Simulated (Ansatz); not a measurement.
**³³S nuclear quadrupole resonance in SnS2**

Cell: a COD entry whose atoms were relaxed with PBE, the cell held.

```yaml
crystal:
  lattice:
    - [3.63900, 0.00000, 0.00000]
    - [-1.81950, 3.15147, 0.00000]
    - [0.00000, 0.00000, 5.86800]
  atoms:
    - { symbol: Sn, position: [0.00000, 0.00000, 0.00000] }
    - { symbol: S, position: [0.33333, 0.66667, 0.25356] }
    - { symbol: S, position: [0.66667, 0.33333, 0.74644] }
```

Atom numbers follow the list; atoms alike are taken as one site, whose name carries the number of the first.

Level of theory: DFT, PBE, plane waves and PAW (field gradients read without the response of the frozen cores, which leaves them typically 4 to 6 % off), scalar-relativistic, 420 eV cutoff, Γ-centred 9×9×5 k-points, Fermi–Dirac smearing 0.02 eV (Ansatz 0.2.0).

³³S: I = 3/2, Q = -69.40 mb (year-2017 value). Static lattice, zero field.

(1) At which frequencies do the ³³S NQR lines lie?

## Answers

(1) For I = 3/2 there is one line, ν = (|C_Q|/2)(1 + η²/3)^½.

| site | atoms | V_zz (10²¹ V/m²) | C_Q (MHz) | η | line frequencies (MHz) |
| --- | --- | --- | --- | --- | --- |
| S | 2, 3 | -3.81 | 6.40 | 0.00 | 3.20 |

An axis of threefold or higher order runs through S, so V_zz lies along it and η is zero.

Without spin–orbit coupling (the program notes it for Sn) the gradients are little affected as a rule: paired runs on crystals with a gap mostly move them by under 2 % at such atoms.

The relaxation (3 steps) took 6.2 s of wall time (6 s of CPU time) and 0.41 GiB at its peak, on 1 thread of Intel Xeon 6975P-C (Granite Rapids) (x86_64; 16 cores open to the job, memory cap 3.0 GiB, no GPU), a shared host with a load of 0.9 a core.
